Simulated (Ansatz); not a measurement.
# AgCl, one cell by several methods

```
CELL_PARAMETERS angstrom
0.00000 2.71769 2.77315
2.71769 0.00000 2.77315
2.71769 2.71769 0.00000
ATOMIC_POSITIONS crystal
Ag 0.50000 0.50000 0.50000
Cl 0.00000 0.00000 0.00000
```

Atoms are numbered in the order listed.

The geometry is COD entry 9011666, unchecked; take it as a test cell. The listed cell was then made from it by scaling, straining or moving an atom.

All numbers are computed: DFT, PBEsol, PAW with Ansatz's default frozen-core files, scalar-relativistic (Ansatz 0.2.0); DFT, PBEsol, all-electron PAW with datasets made for the crystal, scalar-relativistic (Ansatz 0.2.0); DFT, PBEsol, all-electron LAPW, scalar-relativistic (Ansatz 0.2.0).

For PAW: a Γ-centred 9×9×9 k mesh, Fermi–Dirac smearing of 0.01 eV, cutoff 420 eV, no spin polarisation; the PAW files were made with PBE, and the program remakes their frozen cores for this functional. The crystal-made all-electron datasets (AE datasets) take a cutoff of 260 eV at this cell. LAPW targets a basis error of 0.5 meV/atom. The Ansatz runs share mesh, smearing and spin set-up. Plane-wave (PAW) pressures include the program's estimate of the Pulay term.

Stress and pressure are positive in compression.

The change that made this cell: equal xx and yy strain of -2 %.

No spin–orbit coupling: at heavy atoms the gradients can be off by tens of per cent for that reason.

```json
{"quantity": "pressure (GPa)", "PAW": "-0.70", "AE datasets": "-0.68", "LAPW": "-0.69"}
{"quantity": "stress xx (GPa)", "PAW": "-0.52", "AE datasets": "-0.51", "LAPW": "-0.51"}
{"quantity": "stress zz (GPa)", "PAW": "-1.05", "AE datasets": "-1.04", "LAPW": "-1.04"}
{"quantity": "band gap (eV)", "PAW": "0.714", "AE datasets": "0.716", "LAPW": "0.663"}
{"quantity": "field gradient Vzz at Ag1 (10²¹ V/m²)", "PAW": "1.04", "AE datasets": "1.03", "LAPW": "–"}
{"quantity": "field gradient Vzz at Cl2 (10²¹ V/m²)", "PAW": "-1.01", "AE datasets": "-1.00", "LAPW": "–"}
```

PAW's pressure differs from the LAPW value by about 0.01 GPa or less.
